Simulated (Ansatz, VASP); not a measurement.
# TiSi2 in VASP and in Ansatz

```
CELL_PARAMETERS angstrom
0.00000 4.11752 4.26290
2.38951 0.00000 4.26290
2.38951 4.11752 0.00000
ATOMIC_POSITIONS crystal
Ti 0.75000 0.75000 0.75000
Ti 0.50000 0.50000 0.50000
Si 0.41257 0.08743 0.41257
Si 0.08743 0.41257 0.08743
Si 0.16257 0.83743 0.16257
Si 0.83743 0.16257 0.83743
```

The cell is a database's computed one.

Alike in both runs: task band structure; functional PBE; k mesh 7 × 7 × 7; occupations fermi-dirac, width 0.05 eV; no spin polarisation.

```csv
,VASP,Ansatz
version,VASP 6.6.1,Ansatz 0.2.0
potentials or method,"VASP PAW PBE potentials, release 64 (Ti, Si)",Ansatz PAW
plane-wave cutoff (eV),500,420
valence electrons in the cell,24,40
```

```csv
,VASP,Ansatz,Ansatz less VASP
gap on the k mesh at the Fermi level (eV),none,none,-
pressure (GPa),1.9,2.1,+0.18
largest component of the traceless stress (GPa),1.35,1.26,-0.090
rms of the force components (eV/Å),0.010,0.010,-0.0008
```

Atom by atom the forces differ by 0.001 eV/Å (rms over components). A gap of «none» marks a metal or a gap that the smearing closes. With one functional, cell and mesh, what is left measures potentials, basis and numerics. The two sets of potentials don't hold the same shells in valence.
